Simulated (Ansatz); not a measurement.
## SiO$_{2}$ (Fm-3m): G0W0 and the choice of datasets

```
Si O
1.0
     0.00000    2.19538    2.19538
     2.19538    0.00000    2.19538
     2.19538    2.19538    0.00000
Si O
1 2
Cartesian
  0.0000 0.0000 0.0000
  1.0977 1.0977 1.0977
  3.2931 3.2931 3.2931
```

Held fixed (Ansatz):

| Property | Result |
| --- | --- |
| orbitals | PBE |
| k mesh | 4×4×4 |
| empty bands | 136 |
| response cutoff | 200 eV |
| frequencies | contour deformation |
| q → 0 term | analytic weight of Carrier, Rohra and Görling |
| band sums | cut at the band count |

The gap is read direct at k = (0, -0.5, -0.5), linearised, between the Kohn-Sham band edges among the points solved. ε∞ is the electronic dielectric constant on this mesh.

```json
{"datasets, wave cutoff": "all-electron, 3300 eV", "KS gap (eV)": "2.15", "G0W0 gap (eV)": "3.85", "ε∞": "3.9"}
{"datasets, wave cutoff": "hard PAW, 700 eV", "KS gap (eV)": "2.15", "G0W0 gap (eV)": "3.85", "ε∞": "3.9"}
{"datasets, wave cutoff": "hand-made PAW, accurate, 900 eV", "KS gap (eV)": "2.15", "G0W0 gap (eV)": "3.98", "ε∞": "3.8"}
{"datasets, wave cutoff": "hand-made PAW, 930 eV", "KS gap (eV)": "2.14", "G0W0 gap (eV)": "3.99", "ε∞": "3.8"}
{"datasets, wave cutoff": "JTH PAW, 700 eV", "KS gap (eV)": "2.12", "G0W0 gap (eV)": "3.82", "ε∞": "3.8"}
{"datasets, wave cutoff": "soft PAW (1st gen.), 420 eV", "KS gap (eV)": "2.17", "G0W0 gap (eV)": "3.91", "ε∞": "3.8"}
{"datasets, wave cutoff": "norm-conserving, 1240 eV", "KS gap (eV)": "2.17", "G0W0 gap (eV)": "3.72", "ε∞": "3.8"}
{"datasets, wave cutoff": "all-electron, no relativity, 3300 eV", "KS gap (eV)": "2.20", "G0W0 gap (eV)": "?", "ε∞": "?"}
```

**Question.** Fill in the row for all-electron, no relativity, 3300 eV.

**Answer.** G0W0 gap 3.91 eV, ε∞ 3.8.

The cell is a model at fixed atoms and needn't be the relaxed known crystal. Soft PAW datasets can miss an all-electron G0W0 gap by more than 5 %. With norm-conserving pseudopotentials the core–valence exchange is only approximate, which can shift gaps by tenths of an eV and RPA lattice constants by most of a per cent. Points k are given in fractions of the reciprocal vectors. The mesh is coarse, so these are values at the stated settings, not converged ones. Band sums or response are cut, so the gap isn't at its basis limit. The gap is read on the mesh, and the crystal's band edges can lie off it.
